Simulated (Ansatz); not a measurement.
Runs of Ansatz 0.2.0 on I. Symmetry: Fmmm, No. 69, orthorhombic system. Conventional cell: a = 4.384 Å, b = 4.731 Å, c = 7.820 Å, α = 90.00°, β = 90.00°, γ = 90.00°. I (site symmetry mmm) is surrounded by 4 I at 3.23 Å. 

| task | level | spin | k mesh | smearing | atoms under strain | mesh quality | gap on the mesh (eV) | pressure (GPa) |
| --- | --- | --- | --- | --- | --- | --- | --- | --- |
| elastic constants | RPBE+D3(BJ) | off | 7 × 7 × 7 | gaussian 0.1 eV | relaxed | not flagged | none | (a) |
| single point | HSE06+D4 | off | 5 × 5 × 5 | gaussian 0.01 eV | - | coarse | none | -2.2 |
| single point | RPBE | off | 9 × 9 × 9 | gaussian 0.05 eV | - | not flagged | none | 1.8 |
| single point | RPBE | off | 9 × 9 × 9 | gaussian 0.02 eV | - | not flagged | none | 1.8 |
| single point | B3LYP+D3(BJ) | SOC, no magnetisation | 5 × 5 × 5 | fermi-dirac 0.02 eV | - | coarse | none | -0.8 |
| elastic constants | PBEsol | off | 7 × 7 × 7 | fermi-dirac 0.05 eV | relaxed | not flagged | none | -1.3 |

Alike in all rows: potentials or basis Ansatz PAW; cell as given; cutoff (eV) 420.

Q: Fill in the values left out.

A: (a) -5.4.

Caveats: some runs use coarse meshes; the PAW data sets come from PBE, with cores solved anew for the run's functional, which leaves a small shift of forces and pressure; an odd number of electrons without spin polarisation forces a metal (some runs); a magnetic or distorted state may lie lower (some runs); pairwise dispersion overbinds metals, which lowers pressure and volume (some runs); the thresholds are loose for stress (some runs); the cell is more than 3 GPa from zero pressure, which shifts response properties (some runs); the elastic tensor has a negative eigenvalue, so either the cell is unstable as it stands or the mesh is too thin (some runs).

A k mesh can miss the band edges, and rows without SOC leave out spin-orbit coupling on I.

A gap of «none» marks a metal or a gap under the smearing width.
